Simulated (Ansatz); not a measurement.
## Rh: energy from the work of forces and stress

```
Rh
1.0
     0.00000    1.89785    1.89785
     1.89785    0.00000    1.89785
     1.89785    1.89785    0.00000
Rh
1
Cartesian
  0.0000 0.0000 0.0000
```

The calculation used Ansatz, DFT PBE, scalar-relativistic, plane waves, PAW.

Plane waves to 420 eV, a k mesh through Γ of 18×18×18 on the computed 1-atom cell and Gaussian smearing (0.10 eV); no spin polarisation.

At the start the stress (GPa, compression positive, xx yy zz yz xz xy) is 7.43 7.43 7.43 0.00 0.00 0.00 and all forces are under 0.005 eV/Å. Each variant moves atoms by u and then strains the cell by ε, so an atom ends at (r + u)(1 + ε); shears are tensor components, each standing twice in ε. The starting volume is 13.67 Å³.

Variant 1: strain (xx yy zz yz xz xy, %) -5.84 -3.13 -2.87 -2.00 1.64 0.84. There the stress is 63.65 54.42 54.12 11.66 -11.24 -5.89 GPa.

Variant 2: strain (xx yy zz yz xz xy, %) 4.40 4.40 4.40 0.00 0.00 0.00. There the stress is -20.13 -20.13 -20.13 0.00 0.00 0.00 GPa.

Variant 3: strain (xx yy zz yz xz xy, %) -1.06 -3.56 -4.55 -0.06 -0.66 -0.22. There the stress is 35.48 44.33 47.71 0.41 3.77 1.18 GPa.

Variant 4: strain (xx yy zz yz xz xy, %) 3.85 3.85 3.85 0.00 0.00 0.00. There the stress is -17.72 -17.72 -17.72 0.00 0.00 0.00 GPa.

Question: Estimate each change of free energy from forces and stresses by the trapezoid rule along the path (r + tu)(1 + tε), t from 0 to 1, and compare with the computed change.

Answer: The derivative of the energy along the path is −F·u(1 + tε) for the atoms and −V σ(1 + tε)⁻¹ : ε for the cell, with F, σ and V taken at t (σ positive in compression; 1 eV/Å³ = 160.2 GPa). Averaging t = 0 and t = 1 gives, in meV per atom:
```csv
variant,work on atoms,work on cell,sum,computed
1,0.0,355.4,355.4,328.5
2,0.0,81.7,81.7,97.2
3,0.0,198.2,198.2,188.8
4,0.0,57.5,57.5,68.2
```

The rule is exact for a quadratic energy surface and overshoots a term ct³ by c/2, so the difference between the last two columns measures the net anharmonic part along the path (terms of opposite sign can cancel, and the finite basis adds a little): 5 to 16 % here. The largest difference belongs to a path far outside the harmonic range.